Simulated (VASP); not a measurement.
# PtSe2 (P-3m1) in VASP: notebook, part 2 of 2

VASP 6.6.1. The steps go on from the part before.

**3. Relaxation of cell and atoms, PBE+D4**

This run uses another cell than the first one, of 19.80 Å³/atom, 0.977 times its volume.

File INCAR:

```
SYSTEM = PtSe2
ALGO = Normal ; EDIFF = 1E-7
EDIFFG = -0.002 ; ENCUT = 520
GGA = PE ; IBRION = 2
ISIF = 3 ; ISMEAR = 0
IVDW = 13 ; LASPH = .True.
LCHARG = .False. ; LREAL = .False.
LWAVE = .False. ; NELM = 100
NSW = 80 ; PREC = Accurate
SIGMA = 0.02
```

File KPOINTS:

```
k-points
0
Gamma
  9 9 6
  0 0 0
```

File POSCAR:

```
PtSe2                                   
1.0
    3.7703475493     -0.0000000000     -0.0000000000
   -1.8851737746      3.2652167549      0.0000000000
    0.0000000000      0.0000000000      4.8246736354
  Pt              Se            
     1     2
Direct
     0.0000000000000000    1.0000000000000000    0.0000000000000000
     0.3333333300000021    0.6666666699999979    0.2659516949218562
     0.6666666699999979    0.3333333300000021    0.7340483050781438
```

Potentials or basis: VASP PAW PBE potentials, release 64 (Pt, Se).

Run with:

```console
$ cat potpaw_PBE.64/Pt/POTCAR potpaw_PBE.64/Se/POTCAR > POTCAR
$ mpirun -np 1 vasp_std > vasp.out
```

OUTCAR:

```text
SYSTEM = PtSe2
   EDIFF = 1E-7
   EDIFFG = -0.002
   ENCUT = 520
   GGA = PE
   IBRION = 2
   ISIF = 3
   ISMEAR = 0
   IVDW = 13
   LASPH = .True.
   LREAL = .False.
   NELM = 100
   NSW = 80
   PREC = Accurate

 ion  position               nearest neighbor table
   1  0.000  0.000  0.000-   2 2.53   3 2.53   2 2.53   3 2.53   3 2.53   2 2.53
   2  0.333  0.667  0.266-   1 2.53   1 2.53   1 2.53
   3  0.667  0.333  0.734-   1 2.53   1 2.53   1 2.53

  LATTYP: Found a hexagonal cell.
 ALAT       =     3.7703475493
 C/A-ratio  =     1.2796363127

  Lattice vectors:

 A1 = (   3.7703475493,   0.0000000000,   0.0000000000)
 A2 = (  -1.8851737746,   3.2652167549,   0.0000000000)
 A3 = (   0.0000000000,   0.0000000000,   4.8246736354)

Analysis of symmetry for initial positions (statically):
=====================================================================
 Subroutine PRICEL returns:
 Original cell was already a primitive cell.

 Routine SETGRP: Setting up the symmetry group for a
 hexagonal supercell.

 Subroutine GETGRP returns: Found 12 space group operations
 (whereof 12 operations were pure point group operations)
 out of a pool of 24 trial point group operations.

The static configuration has the point symmetry D_3d.

Analysis of symmetry for dynamics (positions and initial velocities):
=====================================================================
 Subroutine PRICEL returns:
 Original cell was already a primitive cell.

 Routine SETGRP: Setting up the symmetry group for a
 hexagonal supercell.

 Subroutine GETGRP returns: Found 12 space group operations
 (whereof 12 operations were pure point group operations)
 out of a pool of 24 trial point group operations.

The dynamic configuration has the point symmetry D_3d.

 Subroutine INISYM returns: Found 12 space group operations
 (whereof 12 operations are pure point group operations),
 and found     1 'primitive' translations

[... 130 lines left out ...]
  energy-cutoff  :      520.00
  volume of cell :       59.40
 maximum number of plane-waves:      1620
   NGX = 13   NGY = 13   NGZ = 17

 number of electron      21.9999997 magnetization

 Free energy of the ion-electron system (eV)
  ---------------------------------------------------
  ext. energy  EPLUGINS =         0.00000000
  ---------------------------------------------------
  free energy    TOTEN  =       -14.19514841 eV

  energy without entropy =      -14.19484298  energy(sigma->0) =      -14.19499570

 E-fermi :   6.7294     XC(G=0): -10.8252

 val. band max:        6.6798366063   @ k =   0.3333   0.3333   0.0000
 cond. band min:       6.7335856896   @ k =  -0.1111   0.4444   0.1667
 fundamental gap:      0.0537490834
 Fermi energy:         6.7293717366

 k-point     1 :       0.0000    0.0000    0.0000
  band No.  band energies     occupation
      1      -8.9503      2.00000
      2      -5.8560      2.00000
      3      -0.4028      2.00000
      4       0.4970      2.00000
      5       0.4970      2.00000
      6       2.9266      2.00000
      7       2.9266      2.00000
      8       4.2360      2.00000
      9       5.7128      2.00000
     10       5.7128      2.00000
     11       7.4982      0.00000
     12       7.7743      0.00000
     13       7.7743      0.00000
     14      10.0788      0.00000
[... 401 lines left out ...]
      2      -6.4003      2.00000
      3       0.1322      2.00000
      4       0.7988      2.00000
      5       1.1093      2.00000
      6       1.7911      2.00000
      7       2.5266      2.00000
      8       3.3704      2.00000
      9       4.3760      2.00000
     10       4.7856      2.00000
     11       6.2530      2.00000
     12       7.0567      0.00000
     13       8.1013      0.00000
     14      11.3538      0.00000
     15      12.9234      0.00000

 [... further k-points ...]

------------------------ aborting loop because EDIFF is reached ----------------------------------------

  DFT-D4 for vdW energy calculation

  Edisp (eV):   -1.54049

  FORCE on cell =-STRESS in cart. coord.  units (eV):
  Direction    XX          YY          ZZ          XY          YZ          ZX
  --------------------------------------------------------------------------------------
  -------------------------------------------------------------------------------------
  Total       0.00303     0.00303    -0.00572     0.00000     0.00000     0.00000
  in kB       0.08183     0.08183    -0.15417     0.00000     0.00000     0.00000
  external pressure =        0.00 kB  Pullay stress =        0.00 kB

 VOLUME and BASIS-vectors are now :
 -----------------------------------------------------------------------------
  energy-cutoff  :      520.00
  volume of cell :       59.40
      direct lattice vectors                 reciprocal lattice vectors
     3.770347549  0.000000000  0.000000000     0.265227539  0.153129191  0.000000000
    -1.885173775  3.265216755  0.000000000     0.000000000  0.306258382  0.000000000
     0.000000000  0.000000000  4.824673635     0.000000000  0.000000000  0.207267906

 POSITION                                       TOTAL-FORCE (eV/Angst)
 -----------------------------------------------------------------------------------
      0.00000      0.00000      0.00000         0.000000      0.000000      0.000000
     -0.00000      2.17681      1.28313         0.000000     -0.000000     -0.001492
      1.88517      1.08841      3.54154        -0.000000      0.000000      0.001492
 -----------------------------------------------------------------------------------
    total drift:                                0.000000      0.000000      0.000000

  FREE ENERGIE OF THE ION-ELECTRON SYSTEM (eV)
  ---------------------------------------------------
  free  energy   TOTEN  =       -15.7356361409 eV

  energy  without entropy=      -15.7353307124  energy(sigma->0) =      -15.73548343

 reached required accuracy - stopping structural energy minimisation
```

It took 23 s on 1 thread of Intel Xeon 6975P-C (Granite Rapids), shared host; peak memory 0.21 GiB.

Results:

```yaml
Free_energy: -15.7356 eV
Pressure_after_relaxing: 0.0 GPa
Band_gap_on_the_k_mesh: none (metal or under the smearing width)
Dispersion_energy_per_atom: -0.513 eV
```

Final structure:
```yaml
crystal:
  lattice:
    - [3.77035, 0.00000, 0.00000]
    - [-1.88517, 3.26522, 0.00000]
    - [0.00000, 0.00000, 4.82467]
  atoms:
    - { symbol: Pt, position: [0.00000, 0.00000, 0.00000] }
    - { symbol: Se, position: [0.33333, 0.66667, 0.26595] }
    - { symbol: Se, position: [0.66667, 0.33333, 0.73405] }
```

Levels at points of the mesh, in eV from the Fermi level:
```csv
k point,band 7,band 8,band 9,band 10,band 11,band 12,band 13,band 14,band 15
"(0.00, 0.00, 0.00)",-3.80,-2.49,-1.02,-1.02,0.77,1.04,1.04,3.35,4.09
"(0.00, 0.00, 0.50)",-3.86,-2.92,-1.73,-1.73,-1.72,2.31,2.31,4.98,6.51
```

Caveat: the relaxation stopped at its first step, so nothing moved; pairwise dispersion overbinds metals, which lowers pressure and volume.
